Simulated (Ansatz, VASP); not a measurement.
ZrB2: VASP beside Ansatz

```
Zr B
1.0
     3.17000    0.00000    0.00000
    -1.58500    2.74530    0.00000
     0.00000    0.00000    3.53300
Zr B
1 2
Direct
  0.00000 0.00000 0.00000
  0.33333 0.66667 0.50000
  0.66667 0.33333 0.50000
```

Alike in both runs: task relaxation of cell and atoms; functional PBE; k mesh 15 × 15 × 12; occupations gaussian, width 0.1 eV; no spin polarisation.

|  | VASP | Ansatz |
| --- | --- | --- |
| version | VASP 6.6.1 | Ansatz 0.2.0 |
| potentials or method | VASP PAW PBE potentials, release 64 (Zr_sv, B) | scalar-relativistic, plane waves, PAW |
| plane-wave cutoff (eV) | 600 | 420 |
| valence electrons in the cell | 18 | 18 |

```tsv
	VASP	Ansatz	Ansatz less VASP
gap on the k mesh at the Fermi level, each at its own relaxed structure (eV)	none	none	-
relaxed volume (Å³/atom)	10.29	10.28	-0.005
relaxed cell length with the largest relative difference (Å)	3.544	3.542	-0.0013
```

A gap of «none» marks a metal or a gap that the smearing closes.

PBE usually gives volumes a little too large and moduli too small. Zero-point motion and thermal expansion aren't in these numbers.
